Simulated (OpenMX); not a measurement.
The system is KF (Carobbiite).

```
K F
1.0
     0.00000    2.67185    2.67185
     2.67185    0.00000    2.67185
     2.67185    2.67185    0.00000
K F
1 1
Direct
  0.00000 0.00000 0.00000
  0.50000 0.50000 0.50000
```

- Program: OpenMX 3.8.5
- Task: single point
- Functional: PBE
- Potentials or basis: OpenMX 2013 PBE set, K10.0-s3p2d1, F6.0-s2p2d1, grid cutoff 400 Ry
- k mesh: 9 × 9 × 9
- Occupations: fermi-dirac, width 0.05 eV
- Spin: no spin polarisation

On this cell: pressure 1.3 GPa; largest force zero by symmetry; band gap on the k mesh 6.23 eV, direct.

The same run follows on a disturbed copy (atoms moved at random, drawn with an rms of 0.05 Å):

```
K F
1.0
     0.00000    2.67185    2.67185
     2.67185    0.00000    2.67185
     2.67185    2.67185    0.00000
K F
1 1
Cartesian
  -0.0248 0.0277 -0.0214
  2.6824 2.7193 2.6379
```

Task: What changes?

Result: The energy moves by +1.2 meV/atom; pressure 1.3 GPa; largest force 0.063 eV/Å; band gap on the k mesh 6.23 eV, direct.

Forces in eV/Å, atoms in the order of the input:
```
K    0.053  0.027 -0.022
F   -0.051 -0.029  0.006
```

The forces don't sum to zero, so they hold noise of the program's grid.

Caveats: an odd mesh through Γ misses points on the zone boundary, where band edges often lie; the basis of atomic orbitals isn't converged, which shifts pressures, moduli and gaps.
